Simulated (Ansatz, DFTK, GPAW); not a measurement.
# Pt: programs and potentials compared

```xyz
1
Lattice="0.0000 1.9609 1.9609 1.9609 0.0000 1.9609 1.9609 1.9609 0.0000" Properties=species:S:1:pos:R:3 pbc="T T T"
Pt    0.0000    0.0000    0.0000
```

Alike in all runs: task band structure; functional RPBE; k mesh 12 × 12 × 12; occupations fermi-dirac, width 0.05 eV; no spin polarisation; no spin-orbit coupling. Pressure is positive in compression and, in plane waves, holds the error of the finite cutoff, which Ansatz's Pulay term estimates and takes out.

| program and potentials | plane-wave cutoff (eV) | notes | pressure (GPa) |
| --- | --- | --- | --- |
| Ansatz, Ansatz PAW | 420 | potentials made for PBE, which Ansatz adapts in part; 18 valence electrons an atom on average; Pulay term of +0.09 GPa included | 14.55 |
| GPAW, the program's PAW data sets (release 1.2.1) made for this functional | 600 | 16 valence electrons an atom on average | 14.53 |
| Ansatz, all-electron LAPW, scalar-relativistic | - | - | 14.49 |
| DFTK, PseudoDojo SR PBE 0.5 standard (PBE) | 1143 | potentials made for PBE; 18 valence electrons an atom on average | 13.68 |

The pressure spans 13.68 (DFTK, PseudoDojo SR PBE 0.5 standard (PBE)) to 14.55 GPa (Ansatz, Ansatz PAW), with all-electron results at 14.49. Some sets were made for another functional than the one run, which can shift their rows. The cell lies far from this level's equilibrium.

Differences between rows come from potentials, basis sets and numerical settings, since the functional is the same but for its coding. Runs on potential files found faulty are left out.
